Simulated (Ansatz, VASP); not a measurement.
## CuI (Marshite): VASP beside Ansatz

Contents of POSCAR:

```
CuI
1.0
    0.0000000000      2.9813105145      2.9813105145
    2.9813105145      0.0000000000      2.9813105145
    2.9813105145      2.9813105145      0.0000000000
Cu I
1 1
Direct
    0.2500000000      0.2500000000      0.2500000000
    0.0000000000      0.0000000000      0.0000000000
```

The input INCAR.step1:

```
SYSTEM = CuI
PREC = Accurate
ENCUT = 520
ISMEAR = 0
SIGMA = 0.02
LREAL = .FALSE.
LASPH = .TRUE.
NELM = 60
NBANDS = 16
GGA = PE
ALGO = Normal
EDIFF = 1E-4
LWAVE = .TRUE.
LCHARG = .FALSE.
```

The input INCAR.step2:

```
SYSTEM = CuI
PREC = Accurate
ENCUT = 520
EDIFF = 1E-6
ISMEAR = 0
SIGMA = 0.02
LREAL = .FALSE.
LASPH = .TRUE.
NELM = 60
ALGO = Normal
ISIF = 2
LWAVE = .FALSE.
LCHARG = .TRUE.
METAGGA = R2SCAN
LMIXTAU = .TRUE.
LELF = .TRUE.
LVHAR = .TRUE.
NBANDS = 16
ISTART = 1
```

File KPOINTS:

```
regular mesh
0
G
  8 8 8
  0 0 0
```

Input for Ansatz:

```yaml
crystal:
  lattice:
    - [0.0, 2.9813105145, 2.9813105145]
    - [2.9813105145, 0.0, 2.9813105145]
    - [2.9813105145, 2.9813105145, 0.0]
  atoms:
    - { symbol: Cu, position: [0.25, 0.25, 0.25] }
    - { symbol: I, position: [0.0, 0.0, 0.0] }
basis:
  ecutwfc: 500
kpoints:
  mp_grid: { grid: [8, 8, 8] }
hamiltonian:
  xc: r2scan
scf:
  occupations: { method: gaussian, width: 0.02 }
output:
  forces: true
  stress: true
  eigenvalues: true
  write_density: true
  write_potential: true
  elf: true
  volumetric_format: npy
```

Alike in both runs: task single point; functional r2SCAN; k mesh 8 × 8 × 8; occupations gaussian, width 0.02 eV; no spin polarisation.

```csv
,VASP,Ansatz
version,VASP 6.6.1,Ansatz 0.2.0
potentials or method,"VASP PAW PBE potentials, release 64 (Cu, I)","scalar-relativistic, plane waves, PAW"
plane-wave cutoff (eV),520,500
valence electrons in the cell,18,36
```

|  | VASP | Ansatz | Ansatz less VASP |
| --- | --- | --- | --- |
| gap on the k mesh at the Fermi level (eV) | 1.77 | 1.76 | -0.006 |
| least direct gap on the mesh (eV) | 1.77 | 1.76 | -0.006 |
| pressure (GPa) | 1.4 | 1.4 | +0.05 |

The two sets of potentials don't hold the same shells in valence.

Caveats: the PAW data sets were made with another functional, which shifts forces and pressure a little (VASP); spin-orbit coupling is left out, which moves the levels of the heavy elements. r2SCAN opens gaps a little over a GGA but as a rule still falls short of measured ones.
